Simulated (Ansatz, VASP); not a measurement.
## Ti: VASP beside Ansatz

The input INCAR:

```
SYSTEM = Ti
PREC     = Accurate       ! precision mode
ENCUT    = 520            ! plane-wave cutoff, eV
EDIFF    = 1E-6           ! SCF threshold, eV
ISMEAR   = -5             ! smearing method
SIGMA    = 0.1            ! smearing width, eV
LREAL    = .FALSE.        ! projectors in reciprocal space
LASPH    = .TRUE.         ! aspherical terms in the spheres
NELM     = 100            ! most SCF steps
ALGO     = Normal         ! electronic algorithm
ISIF     = 2              ! what is computed and relaxed
LWAVE    = .FALSE.        ! write WAVECAR
LCHARG   = .FALSE.        ! write CHGCAR
GGA      = PE             ! functional
NBANDS   = 19             ! bands
```

Contents of KPOINTS:

```
Automatic mesh
0
G
  13 13 7
  0 0 0
```

The input POSCAR:

```
Ti
1.0
    2.9384094506      0.0000000000      0.0000000000
   -1.4692047253      2.5447372309      0.0000000000
    0.0000000000      0.0000000000      4.6529805423
Ti
2
Direct
    0.3333333333      0.6666666667      0.2500000000
    0.6666666667      0.3333333333      0.7500000000
```

Input for Ansatz:

```yaml
crystal:
  lattice:
    - [2.9384094506, 0.0, 0.0]
    - [-1.4692047253, 2.5447372309, 0.0]
    - [0.0, 0.0, 4.6529805423]
  atoms:
    - { symbol: Ti, position: [0.3333333333, 0.6666666667, 0.25] }
    - { symbol: Ti, position: [0.6666666667, 0.3333333333, 0.75] }
kpoints:
  mp_grid: { grid: [13, 13, 7] }
scf:
  occupations: { method: tetrahedron }
hamiltonian:
  xc: pbe
  pseudopotentials: { kind: all_electron, lapw: { basis_error: 0.00025 } }
output:
  forces: true
  stress: true
  eigenvalues: true
```

Alike in both runs: task single point; functional PBE; k mesh 13 × 13 × 7; occupations tetrahedron; no spin polarisation.

```csv
,VASP,Ansatz
version,VASP 6.6.1,Ansatz 0.2.0
potentials or method,"VASP PAW PBE potentials, release 64 (Ti_sv)","all-electron LAPW, scalar-relativistic"
plane-wave cutoff (eV),520,see its input
```

VASP gave:

| Item | Value |
| --- | --- |
| pressure (GPa) | -0.3 |
| largest component of the traceless stress (GPa) | 0.08 |

Q: Estimate Ansatz's values.

A: Pressure (GPa): -0.1; largest component of the traceless stress (GPa): 0.09.

Ansatz ran all-electron here, so the differences hold the error of VASP's frozen core and of both bases. Ansatz warned: «band_table_not_solved_further».

Caveats: tetrahedron occupations give inexact forces and stress in metals.
